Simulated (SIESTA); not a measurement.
Wanted: the native input for a SIESTA 5.4.2 run.

- Task: band structure
- Functional: PBE
- Potentials or basis: PseudoDojo 0.4 standard (PBE files, fully relativistic)
- Basis: TZP (energy shift 0.002 Ry; radii capped at 9.5 bohr)
- Grid cutoff: 500 Ry
- Energy shift: 0.002 Ry
- k mesh: 6 × 6 × 6
- Occupations: fermi-dirac, width 0.05 eV
- Spin: non-collinear spin, zero start, spin-orbit coupling
- Starting moments: [[0.0, 0.0, 0.0], [0.0, 0.0, 0.0], [0.0, 0.0, 0.0], [0.0, 0.0, 0.0]] μB

InSe:

```xyz
4
Lattice="2.0000 1.1547 8.4400 -2.0000 1.1547 8.4400 0.0000 -2.3094 8.4400" Properties=species:S:1:pos:R:3 pbc="T T T"
In    0.0000    0.0000   22.4994
In    0.0000    0.0000    0.0000
Se    0.0000    0.0000    4.3525
Se    0.0000    0.0000    9.7102
```

These files were run (other wordings do the same):

InSe.fdf

```
SystemName                      InSe
SystemLabel                     InSe
NumberOfSpecies                 2
NumberOfAtoms                   4
%block ChemicalSpeciesLabel
  1  49 In
  2  34 Se
%endblock ChemicalSpeciesLabel

LatticeConstant                 1.0 Ang
%block LatticeVectors
     2.0000000000     1.1547005384     8.4400000000
    -2.0000000000     1.1547005384     8.4400000000
     0.0000000000    -2.3094010768     8.4400000000
%endblock LatticeVectors
AtomicCoordinatesFormat         Fractional
%block AtomicCoordinatesAndAtomicSpecies
     0.8886000000     0.8886000000     0.8886000000  1  In
     0.0000000000     0.0000000000     0.0000000000  1  In
     0.1719000000     0.1719000000     0.1719000000  2  Se
     0.3835000000     0.3835000000     0.3835000000  2  Se
%endblock AtomicCoordinatesAndAtomicSpecies

%block kgrid.MonkhorstPack
    6   0   0  0.0
    0   6   0  0.0
    0   0   6  0.0
%endblock kgrid.MonkhorstPack
XC.Functional                   GGA
XC.Authors                      PBE
PAO.BasisSize                   TZP
PAO.EnergyShift                 0.002 Ry
Mesh.Cutoff                     500 Ry
Spin                            spin-orbit
%block DM.InitSpin
    1   0.000     0.00     0.00
    2   0.000     0.00     0.00
    3   0.000     0.00     0.00
    4   0.000     0.00     0.00
%endblock DM.InitSpin
WriteOrbMom                     true
OccupationFunction              FD
ElectronicTemperature           0.05 eV
MaxSCFIterations                120
SCF.MustConverge                false
SCF.Mixer.Method                Pulay
SCF.Mixer.Weight                0.25
SCF.Mixer.History               8
SCF.DM.Tolerance                5.0e-05
SCF.H.Tolerance                 1.0e-03 eV
WriteForces                     true
Charge.Mulliken                 end
Charge.Hirshfeld                end
Charge.Voronoi                  end
SaveRho                         true
SaveElectrostaticPotential      true
BandLinesScale                  ReciprocalLatticeVectors
%block BandLines
    1    0.000000   0.000000   0.000000  \Gamma
   13    0.500000   0.000000   0.000000  L
    8    0.500000   0.179145  -0.179145  B1
    1    0.820855   0.500000   0.179145  B
   15    0.500000   0.500000   0.500000  Z
    5    0.000000   0.000000   0.000000  \Gamma
   15    0.339573   0.000000  -0.339573  X
    1    0.660427   0.339573   0.000000  Q
    7    0.500000   0.500000   0.000000  F
    2    0.660427   0.660427   0.179145  P1
   13    0.500000   0.500000   0.500000  Z
    1    0.500000   0.000000   0.000000  L
    4    0.820855   0.339573   0.339573  P
%endblock BandLines
%block PAO.Basis
  In 4
  n=5 0 3
    7.282 0.000 0.000
  n=5 1 3
    9.500 0.000 0.000
  n=4 2 1
    4.282
  n=5 2 1
    9.500
%endblock PAO.Basis
```

Potentials or basis: PseudoDojo 0.4 standard (PBE files, fully relativistic), TZP (energy shift 0.002 Ry; radii capped at 9.5 bohr).

Launch:

```sh
$ siesta InSe.fdf > InSe.out 2>&1
```

Results of the run:

```yaml
Pressure: 4.1 GPa
Largest_force: 0.610 eV/Å
Band_gap_on_the_k_mesh: 0.33 eV, direct
Band_gap_along_the_path: 0.33 eV, direct
Net_moment: 0.00 μB per cell
Hirshfeld_charges: In +0.14; Se -0.14 e
Voronoi_charges: In +0.18, +0.17; Se -0.18 e
```

Caveat: Mulliken charges of long-ranged orbitals can have an unphysical sign; semicore shells carry a single zeta, which can move pressures by several GPa and volumes by a few percent; the basis of atomic orbitals isn't converged, which shifts pressures, moduli and gaps.

Run time: 27 min on 1 thread of Arm Neoverse V2 (shared host), peak memory 2.1 GiB.
